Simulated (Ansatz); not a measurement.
Crystal: Sn.

```
CELL_PARAMETERS angstrom
0.00000 3.23334 3.23334
3.23334 0.00000 3.23334
3.23334 3.23334 0.00000
ATOMIC_POSITIONS crystal
Sn 0.75000 0.75000 0.75000
Sn 0.50000 0.50000 0.50000
```

This isn't the form of Sn at room conditions, which is tetragonal (white tin).

```yaml
Program: Ansatz 0.2.0
Task: relaxation of cell and atoms
Functional: PBEsol
Potentials_or_basis: all-electron LAPW, scalar-relativistic
Basis_error_allowed: 0.001 eV/atom
k_mesh: 7 × 7 × 7
Occupations: fermi-dirac, width 0.05 eV
Spin: no spin polarisation
```

At the start: volume 33.80 Å³/atom.

Question: How do energy, volume and symmetry change on relaxing?

Answer: Over 5 steps the energy falls by 5.5 meV/atom and the volume is 34.99 Å³/atom (+3.5 %); space group Fd-3m (No. 227, to 0.05 Å).

The path:
```csv
step,energy change (eV),largest force (eV/Å),volume (Å³)
1,0.0000,0.0000,67.61
2,-0.0075,0.0000,71.38
3,-0.0110,0.0000,70.07
4,-0.0110,0.0000,69.98
5,-0.0110,0.0000,69.98
```

Final structure:
```
Sn
1.0
     0.00000    3.27070    3.27070
     3.27070    0.00000    3.27070
     3.27070    3.27070    0.00000
Sn
2
Direct
  0.75000 0.75000 0.75000
  0.50000 0.50000 0.50000
```
